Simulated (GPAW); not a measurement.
# W (Im-3m) in GPAW: settings compared

Aim: see how the results for W move with the level of theory and the settings. Levels: PBE+U, TASK, BP86+D3. Tasks: band structure, equation of state.

All numbers are computed with GPAW 26.7.0; they aren't measurements. Logs are shortened: lines on timing, memory, paths and dates and some standing lists are left out, and cuts for length are marked. The log counts tension as positive stress, the text compression.

### Step 1. The crystal as given

The structure is cubic, space group Im-3m (No. 229). The conventional cell has a = 3.165 Å, b = 3.165 Å, c = 3.165 Å, α = 90.00°, β = 90.00°, γ = 90.00°. Around W (site symmetry m-3m) lie 8 W at 2.74 Å.

### Step 2. Band structure, PBE+U

run.py reads:

```python
from ase.dft.bandgap import bandgap
from ase.io import write
from ase.spacegroup import crystal
from ase.units import GPa
from gpaw import GPAW, PW

# W 2a
atoms = crystal(['W'],
                basis=[[0.0, 0.0, 0.0]],
                spacegroup=229, setting=1,  # Im-3m
                cellpar=[3.16469, 3.16469, 3.16469, 90.0, 90.0, 90.0],
                primitive_cell=True)

calc = GPAW(mode=PW(600),
            xc='PBE',
            kpts={'size': (12, 12, 12), 'gamma': True},
            occupations={'name': 'fermi-dirac', 'width': 0.05},
            setups={'W': ':d,7.0'},
            nbands=16,
            convergence={'density': 1e-05, 'energy': 1e-05},
            maxiter=150,
            txt='gpaw.txt')
atoms.calc = calc
energy = atoms.get_potential_energy()
forces = atoms.get_forces()
stress = atoms.get_stress()
calc.write('gs.gpw')
write('result.traj', atoms)
print(f'Energy: {energy:.6f} eV')
print('Forces (eV/A):')
print(forces.round(4))
print('Stress (GPa):', (stress / GPa).round(3))
print('Fermi level:', round(calc.get_fermi_level(), 4), 'eV')
print(f'Gap: {bandgap(calc)[0]:.4f} eV, direct: {bandgap(calc, direct=True)[0]:.4f} eV')

path = atoms.cell.bandpath('GHNGPH,PN', npoints=80, eps=1e-4)
bs_calc = calc.fixed_density(kpts=path, symmetry='off', nbands=24,
                             convergence={'bands': 'CBM+6.0', 'eigenstates': 1e-6}, txt='bands.txt')
bs = bs_calc.band_structure()
bs.write('bs.json')
print(f'Gap on the path: {bandgap(bs_calc)[0]:.4f} eV')
```

Potentials or basis: GPAW PAW data sets (gpaw-data 1.2.1), pw.

The run is started by

```
$ OMP_NUM_THREADS=1 python run.py
```

gpaw.txt:

```text
__  _  _
 | _ |_)|_||  |
 |__||  | ||/\| - 26.7.0

Input parameters:
  mode=PW(ecut=600.0),
  convergence={'density': 1e-05, 'energy': 1e-05},
  kpts=MonkhorstPack(size=(12, 12, 12), gamma=True),
  maxiter=150,
  nbands=16,
  occupations=Occupations(name='fermi-dirac', width=0.05),
  setups={'W': ':d,7.0'},
  xc=XC(name='PBE')

Diagonalizing LCAO Hamiltonian
Converting LCAO to pw mode

       W

Atoms  # Å, Bohr magnetons
|   | symbol |        x |        y |        z |    initial magnetic moments |
|---|--------|----------|----------|----------|-----------------------------|
| 0 |      W | 0.000000 | 0.000000 | 0.000000 | ( 0.0000,  0.0000,  0.0000) |

Unit cell  # Å
| periodic |         x |         y |         z |  lengths |     angles |
|----------|-----------|-----------|-----------|----------|------------|
|      yes | -1.582345 |  1.582345 |  1.582345 | 2.740702 | 109.471221 |
|      yes |  1.582345 | -1.582345 |  1.582345 | 2.740702 | 109.471221 |
|      yes |  1.582345 |  1.582345 | -1.582345 | 2.740702 | 109.471221 |

Number of symmetries: 48
Symmetry operations  # r_c * U_cc + t_c -> r_c
|    | kind |            matrix            |
|----|------|------------------------------|
|  0 |  σ   |  1, 1, 1,  0, 0,-1,  0,-1, 0 |
|  1 |  C4  |  1, 1, 1,  0, 0,-1, -1, 0, 0 |
|  2 |  C2  |  1, 1, 1,  0,-1, 0,  0, 0,-1 |
|  3 |  S6  |  1, 1, 1,  0,-1, 0, -1, 0, 0 |
|  4 |  S6  |  1, 1, 1, -1, 0, 0,  0, 0,-1 |
|  5 |  C4  |  1, 1, 1, -1, 0, 0,  0,-1, 0 |
|  6 |  E   |  1, 0, 0,  0, 1, 0,  0, 0, 1 |
|  7 |  σ   |  1, 0, 0,  0, 1, 0, -1,-1,-1 |
|  8 |  σ   |  1, 0, 0,  0, 0, 1,  0, 1, 0 |
|  9 |  C3  |  1, 0, 0,  0, 0, 1, -1,-1,-1 |
| 10 |  C3  |  1, 0, 0, -1,-1,-1,  0, 1, 0 |
| 11 |  σ   |  1, 0, 0, -1,-1,-1,  0, 0, 1 |
| 12 |  σ   |  0, 1, 0,  1, 0, 0,  0, 0, 1 |
| 13 |  C2  |  0, 1, 0,  1, 0, 0, -1,-1,-1 |
| 14 |  C3  |  0, 1, 0,  0, 0, 1,  1, 0, 0 |
| 15 |  S4  |  0, 1, 0,  0, 0, 1, -1,-1,-1 |
| 16 |  S4  |  0, 1, 0, -1,-1,-1,  1, 0, 0 |
| 17 |  C3  |  0, 1, 0, -1,-1,-1,  0, 0, 1 |
| 18 |  C3  |  0, 0, 1,  1, 0, 0,  0, 1, 0 |
| 19 |  S4  |  0, 0, 1,  1, 0, 0, -1,-1,-1 |
| 20 |  σ   |  0, 0, 1,  0, 1, 0,  1, 0, 0 |
| 21 |  C3  |  0, 0, 1,  0, 1, 0, -1,-1,-1 |
| 22 |  C2  |  0, 0, 1, -1,-1,-1,  1, 0, 0 |
| 23 |  S4  |  0, 0, 1, -1,-1,-1,  0, 1, 0 |
| 24 |  C4  |  0, 0,-1,  1, 1, 1,  0,-1, 0 |
| 25 |  σ   |  0, 0,-1,  1, 1, 1, -1, 0, 0 |
| 26 |  S6  |  0, 0,-1,  0,-1, 0,  1, 1, 1 |
| 27 |  C2  |  0, 0,-1,  0,-1, 0, -1, 0, 0 |
| 28 |  C4  |  0, 0,-1, -1, 0, 0,  1, 1, 1 |
| 29 |  S6  |  0, 0,-1, -1, 0, 0,  0,-1, 0 |
| 30 |  S6  |  0,-1, 0,  1, 1, 1,  0, 0,-1 |
| 31 |  C4  |  0,-1, 0,  1, 1, 1, -1, 0, 0 |
| 32 |  C4  |  0,-1, 0,  0, 0,-1,  1, 1, 1 |
| 33 |  S6  |  0,-1, 0,  0, 0,-1, -1, 0, 0 |
| 34 |  σ   |  0,-1, 0, -1, 0, 0,  1, 1, 1 |
| 35 |  C2  |  0,-1, 0, -1, 0, 0,  0, 0,-1 |
| 36 |  C2  | -1, 0, 0,  1, 1, 1,  0, 0,-1 |
| 37 |  S6  | -1, 0, 0,  1, 1, 1,  0,-1, 0 |
| 38 |  S6  | -1, 0, 0,  0, 0,-1,  1, 1, 1 |
| 39 |  C2  | -1, 0, 0,  0, 0,-1,  0,-1, 0 |
| 40 |  C2  | -1, 0, 0,  0,-1, 0,  1, 1, 1 |
| 41 |  i   | -1, 0, 0,  0,-1, 0,  0, 0,-1 |
| 42 |  S4  | -1,-1,-1,  1, 0, 0,  0, 1, 0 |
| 43 |  C3  | -1,-1,-1,  1, 0, 0,  0, 0, 1 |
| 44 |  C3  | -1,-1,-1,  0, 1, 0,  1, 0, 0 |
| 45 |  σ   | -1,-1,-1,  0, 1, 0,  0, 0, 1 |
| 46 |  S4  | -1,-1,-1,  0, 0, 1,  1, 0, 0 |
| 47 |  C2  | -1,-1,-1,  0, 0, 1,  0, 1, 0 |

BZ-sampling:
  Number of BZ points: 1728
  Number of IBZ points: 72

  Monkhorst-Pack size: [12, 12, 12]
  Monkhorst-Pack shift: [0.041666666666666664, 0.041666666666666664, 0.041666666666666664]

K-points  # in reciprocal-cell coordinates
|     |                                coordinates |     weight |
|-----|--------------------------------------------|------------|
|   0 | ( -0.00000000,  -0.00000000,  -0.00000000) | 0.00057870 |
|   1 | (  0.08333333,  -0.00000000,  -0.00000000) | 0.00694444 |
|   2 | (  0.08333333,   0.08333333,  -0.08333333) | 0.00347222 |
|   3 | (  0.16666667,  -0.00000000,  -0.08333333) | 0.01388889 |
|   4 | (  0.16666667,  -0.00000000,  -0.00000000) | 0.00694444 |
|   5 | (  0.16666667,   0.08333333,  -0.08333333) | 0.01388889 |
|   6 | (  0.16666667,   0.16666667,  -0.16666667) | 0.00347222 |
|   7 | (  0.25000000,  -0.08333333,  -0.08333333) | 0.00462963 |
|   8 | (  0.25000000,  -0.00000000,  -0.08333333) | 0.02777778 |
|   9 | (  0.25000000,  -0.00000000,  -0.00000000) | 0.00694444 |
| ... |                                            |            |
|  71 | (  0.50000000,   0.50000000,   0.50000000) | 0.00057870 |

Plane wave coefficients: 543
Cutoff: 600.0 eV

Spin-components: 1 (collinear spins)
Bands:           16
Projectors:      6
Spin-degeneracy: 2
Datatype:        complex128

Parallelization:
  kpt:    1
  domain: 1
  band:   1

Density:
  Valence electrons: 14.0
  Components: 1
  Grid points: [16 16 16]
  Charge: 0.0  # |e|

Potential:
  Grid points: [16 16 16]

species:
  W:
    name:    Tungsten
    Z:       74.0
    valence: 14
    core:    60
    charge:  0.0  # [|e|]
    Hubbard: {U: 7.0,  # eV
              l: 2,
              scale: True}
    compensation charges:
      type: gauss
      rc: 0.40  # [Å]
      lmax: 2
    cutoffs:
      filter: 2.36  # [Å]
      core: 3.02  # [Å]
    projectors
    | kind |    occ | energy [eV] | rcut [Å] |
    |------|--------|-------------|----------|
    |   5s |  2.000 |     -78.830 |    1.344 |
    |   6s |  2.000 |      -5.697 |    1.344 |
    |   5p |  6.000 |     -43.233 |    1.355 |
    |   6p |  0.000 |      -1.367 |    1.355 |
    |   5d |  4.000 |      -4.494 |    1.228 |
    |    d |        |      22.717 |    1.228 |

    Using partial waves for W as LCAO basis

Reference energy: -438771.671655  # eV

eigensolver:
  PPCG
  Converge bands: occupied
  niter=2

density mixing:
  MSR1-Mixer
  Pratt-step length: 0.05
  Maximum mixing coefficient: 0.75
  Old densities: 10
  SVD Regularization: 0.005
  Good broyden scale: 1.0
  Trust region scale: 1.0
  Backstep threshold: 4.0
  History deletion threshold: 6.0
  Fourier metric: weight=20.0, sigma=0.015

occupation numbers:
  Fermi-Dirac:
    width: 0.0500  # eV

poisson solver:
  ecut: 4800.0  # eV

xc functional:
  name: PBE with 2 nearest neighbor stencil

convergence criteria:
- Maximum integral of absolute [dens]ity change: 1e-05 electrons / valence electron
- Maximum [total energy] change in last 3 cyles: 1e-05 eV / valence electron
- Maximum integral of absolute [eigenst]ate change: 4e-08 eV^2 / valence electron
maximum number of iterations: 150

SCF iterations
|iter     | |      energy | eigst |  dens |
|---------|-|-------------|-------|-------|
|iter:   1| |   -3.427101 | -0.07 |       |
|iter:   2| |   -3.395224 | -3.22 | -1.14 |
|iter:   3| |   -3.412167 | -1.87 | -1.17 |
|iter:   4| |   -3.543753 | -3.39 | -1.79 |
|iter:   5| |   -3.665535 | -3.21 | -1.99 |
|iter:   6| |   -3.673866 | -4.33 | -2.45 |
|iter:   7| |   -3.674854 | -5.09 | -3.04 |
|iter:   8| |   -3.674853 | -7.61c| -4.32 |
|iter:   9| |   -3.674855c| -8.38c| -4.78 |
|iter:  10| |   -3.674855c| -8.75c| -5.64c|

Converged in 10 steps
Energy contributions relative to reference atoms: (reference = -438771.671655)

Energy contributions:
  Kinetic:          13.435555
  Coulomb:         -14.252372
  Zero:             -0.008138
  External:          0.000000
  Xc:               -2.848371
  Entropy:          -0.003057
  Spinorbit:         0.000000
  ----------------------------
  Free energy:      -3.676383
  Extrapolated:     -3.674855

dipole moment: (-5.907322, -5.907322, -5.907322)  # |e|*Ang

Fermi level: 14.706
Eigenvalues  # (at kpt = [-0.000, -0.000, -0.000])
| band index |      eig [eV] | occ [0-2] |
|------------|---------------|-----------|
|          0 |       -59.362 |     2.000 |
|          1 |       -23.185 |     2.000 |
|          2 |       -23.185 |     2.000 |
|          3 |       -23.185 |     2.000 |
|          4 |         5.061 |     2.000 |
|          5 |        12.906 |     2.000 |
|          6 |        12.906 |     2.000 |
|          7 |        12.906 |     2.000 |
|          8 |        19.369 |     0.000 |
|          9 |        19.369 |     0.000 |
|         10 |        29.427 |     0.000 |
|         11 |        29.427 |     0.000 |
|         12 |        29.427 |     0.000 |
|         13 |        42.140 |     0.000 |
|         14 |        42.140 |     0.000 |
|         15 |        44.623 |     0.000 |

No gap
No difference between direct/indirect transitions

Forces  # eV/Ang
|       x |       y |       z |
|---------|---------|---------|
| 0.00000 | 0.00000 | 0.00000 |  # W    0

Stress tensor  # eV/Ang^3
|         x |         y |         z |
|-----------|-----------|-----------|
| -0.141078 |  0.000000 | -0.000000 |
|  0.000000 | -0.141078 |  0.000000 |
| -0.000000 |  0.000000 | -0.141078 |

# Writing to gs.gpw (mode='')
```

It took 29 s on 1 thread of AMD EPYC 7R43 (Zen 3), shared host; peak memory 0.17 GiB.

What came out:

```yaml
Free_energy: -3.6764 eV
Pressure: 22.6 GPa
Band_gap_along_the_path: none (metal or under the smearing width)
```

Levels at the corners of the path, in eV from the Fermi level:
```tsv
point	band 5	band 6	band 7	band 8	band 9	band 10
Γ	-9.64	-1.80	-1.80	-1.80	4.66	4.66
H	-4.22	-4.22	4.49	4.49	4.49	8.21
N	-6.15	-4.07	0.60	3.85	5.46	5.81
Γ	-9.64	-1.80	-1.80	-1.80	4.66	4.66
P	-3.35	-3.35	-3.35	6.03	6.03	6.66
H	-4.22	-4.22	4.49	4.49	4.49	8.21
P	-3.35	-3.35	-3.35	6.03	6.03	6.66
N	-6.15	-4.07	0.60	3.85	5.46	5.81
```

Caveat: spin-orbit coupling is left out, which moves the levels of the heavy elements; U without spin polarisation on a metal has little footing; the U is typed as a test and isn't derived for this compound.

### Step 3. Band structure, TASK, spin-orbit coupling, no magnetisation

run.py reads:

```python
import numpy as np
from ase import Atoms
from ase.dft.bandgap import bandgap
from ase.io import write
from ase.units import GPa
from gpaw import GPAW, PW
from gpaw.spinorbit import soc_eigenstates

atoms = Atoms(['W'],
              cell=[[-1.582345, 1.582345, 1.582345],
                    [1.582345, -1.582345, 1.582345],
                    [1.582345, 1.582345, -1.582345]],
              scaled_positions=[[0.0, 0.0, 0.0]],
              pbc=True)

calc = GPAW(mode=PW(600),
            xc='MGGA_X_TASK+LDA_C_PW',
            kpts={'size': (12, 12, 12), 'gamma': True},
            occupations={'name': 'fermi-dirac', 'width': 0.05},
            nbands=16,
            convergence={'density': 1e-05, 'energy': 1e-05},
            maxiter=150,
            txt='gpaw.txt')
atoms.calc = calc
energy = atoms.get_potential_energy()
forces = atoms.get_forces()
stress = atoms.get_stress()
calc.write('gs.gpw')
write('result.traj', atoms)
print(f'Energy: {energy:.6f} eV')
print('Forces (eV/A):')
print(forces.round(4))
print('Stress (GPa):', (stress / GPa).round(3))
print('Fermi level:', round(calc.get_fermi_level(), 4), 'eV')
print(f'Gap: {bandgap(calc)[0]:.4f} eV, direct: {bandgap(calc, direct=True)[0]:.4f} eV')

path = atoms.cell.bandpath('GHNGPH,PN', npoints=60, eps=1e-4)
bs_calc = calc.fixed_density(kpts=path, symmetry='off', nbands=24,
                             convergence={'bands': 'CBM+6.0', 'eigenstates': 1e-6}, txt='bands.txt')
bs = bs_calc.band_structure()
bs.write('bs.json')
print(f'Gap on the path: {bandgap(bs_calc)[0]:.4f} eV')

soc = soc_eigenstates(bs_calc, theta=54.7, phi=45, ignore_xc_potential=True)
np.savetxt('soc_bands.dat', soc.eigenvalues(), fmt='%.4f')
mesh = soc_eigenstates('gs.gpw', theta=54.7, phi=45, ignore_xc_potential=True)
np.savetxt('soc_mesh.dat', mesh.eigenvalues(), fmt='%.4f')
print('Fermi level with spin-orbit coupling:', round(mesh.fermi_level, 4), 'eV')
```

Potentials or basis: GPAW PAW data sets (gpaw-data 1.2.1), pw.

The run is started by

```
$ OMP_NUM_THREADS=1 python run.py
```

Wall time 84 s (1 thread of AMD EPYC 7R43 (Zen 3), shared host); peak memory 0.34 GiB.

Results (log left out):

```
Free energy             : 47.7685 eV
Pressure                : 4.6 GPa
Band gap along the path : none (metal or under the smearing width)
```

Levels at the corners of the path, in eV from the Fermi level:
| point | band 11 | band 12 | band 13 | band 14 | band 15 | band 16 | band 17 | band 18 |
| --- | --- | --- | --- | --- | --- | --- | --- | --- |
| Γ | -1.49 | -1.49 | -1.49 | -1.49 | -0.94 | -0.94 | 2.93 | 2.93 |
| H | -6.15 | -6.15 | 5.30 | 5.30 | 5.30 | 5.30 | 6.10 | 6.10 |
| N | -3.88 | -3.88 | 0.75 | 0.75 | 2.63 | 2.63 | 3.75 | 3.75 |
| Γ | -1.49 | -1.49 | -1.49 | -1.49 | -0.94 | -0.94 | 2.93 | 2.93 |
| P | -2.99 | -2.99 | -2.99 | -2.99 | 3.94 | 3.94 | 3.94 | 3.94 |
| H | -6.15 | -6.15 | 5.30 | 5.30 | 5.30 | 5.30 | 6.10 | 6.10 |
| P | -2.99 | -2.99 | -2.99 | -2.99 | 3.94 | 3.94 | 3.94 | 3.94 |
| N | -3.88 | -3.88 | 0.75 | 0.75 | 2.63 | 2.63 | 3.75 | 3.75 |

Caveat: spin-orbit coupling was added after a scalar SCF, so levels and gaps hold it while energy, forces, pressure and moments don't; this program's spin-orbit splittings come out too wide for heavy elements; the PAW data sets were made with another functional, which shifts forces and pressure a little.

### Step 4. Equation of state, BP86+D3

run.py reads:

```python
from ase.calculators.mixing import SumCalculator
from ase.eos import EquationOfState
from ase.io import Trajectory, read
from ase.units import GPa
from dftd3.ase import DFTD3
from gpaw import GPAW, PW, setup_paths

setup_paths.insert(0, '.')

atoms = read('POSCAR')

traj = Trajectory('eos.traj', 'w')
volumes, energies = [], []
for x in [0.94, 0.96, 0.98, 1.0, 1.02, 1.04, 1.06]:
    a = atoms.copy()
    a.set_cell(atoms.cell * x**(1 / 3), scale_atoms=True)
    calc = GPAW(mode=PW(600),
                xc='GGA_X_B88+GGA_C_P86',
                kpts={'size': (12, 12, 12), 'gamma': True},
                occupations={'name': 'fermi-dirac', 'width': 0.05},
                nbands=16,
                convergence={'density': 1e-05, 'energy': 1e-05},
                maxiter=150,
                txt=f'eos-{x:.2f}.txt')
    a.calc = SumCalculator([calc, DFTD3(method='bp', damping='d3zero')])
    energies.append(a.get_potential_energy())
    volumes.append(a.get_volume())
    p = -a.get_stress()[:3].mean() / GPa
    calc.write(f'eos-{x:.2f}.gpw')
    traj.write(a)
    print(f'{x:.2f} {volumes[-1]:10.4f} A^3 {energies[-1]:14.6f} eV {p:9.3f} GPa', flush=True)

v0, e0, B = EquationOfState(volumes, energies, eos='birchmurnaghan').fit()
print(f'V0 = {v0:.4f} A^3, E0 = {e0:.6f} eV, B0 = {B / GPa:.2f} GPa')
```

POSCAR reads:

```
W
1.0
   -1.5823450000      1.5823450000      1.5823450000
    1.5823450000     -1.5823450000      1.5823450000
    1.5823450000      1.5823450000     -1.5823450000
W
1
Direct
    0.0000000000      0.0000000000      0.0000000000
```

Potentials or basis: PAW data sets generated in the run's folder for this functional, pw.

The run is started by

```
$ gpaw-setup -f GGA_X_B88+GGA_C_P86 W
$ OMP_NUM_THREADS=1 python run.py
```

Wall time 1.8 min (1 thread of AMD EPYC 7R43 (Zen 3), shared host); peak memory 0.2 GiB.

The run converged. Its results:

```yaml
Equilibrium_volume: 15.32 Å³/atom
Bulk_modulus: 339 GPa
Pressure_derivative_of_the_bulk_modulus: 4.0
```

Energy against volume, from the lowest point:
| volume (Å³/atom) | energy (meV/atom) |
| --- | --- |
| 14.897 | 12.29 |
| 15.214 | 0.00 |
| 15.531 | 2.06 |
| 15.848 | 17.13 |
| 16.165 | 43.90 |
| 16.482 | 81.25 |
| 16.798 | 128.15 |

Spin-orbit coupling is left out, which matters for the levels of W.

### Step 5. The runs side by side

```tsv
task	level	potentials or basis	spin	U	band path	band points	spin axis theta (degrees)	spin axis phi (degrees)	pressure (GPa)
band structure	PBE+U	GPAW PAW data sets (gpaw-data 1.2.1), pw	off	W d U = 7 eV	GHNGPH,PN	80	-	-	22.6
band structure	TASK	GPAW PAW data sets (gpaw-data 1.2.1), pw	SOC, no magnetisation	-	GHNGPH,PN	60	54.7	45	4.6
equation of state	BP86+D3	PAW data sets generated in the run's folder for this functional, pw	off	-	-	-	-	-	-
```

Alike in all rows: cell as given; k mesh 12 × 12 × 12; cutoff (eV) 600; smearing fermi-dirac 0.05 eV.

Caveats: spin-orbit coupling is left out, which moves the levels of the heavy elements (some runs); U without spin polarisation on a metal has little footing (some runs); the U is typed as a test and isn't derived for this compound (some runs); spin-orbit coupling was added after a scalar SCF, so levels and gaps hold it while energy, forces, pressure and moments don't (some runs); this program's spin-orbit splittings come out too wide for heavy elements (some runs); the PAW data sets were made with another functional, which shifts forces and pressure a little (some runs).

Total energies depend on the potentials used, so only differences within one code and one set of settings carry meaning.
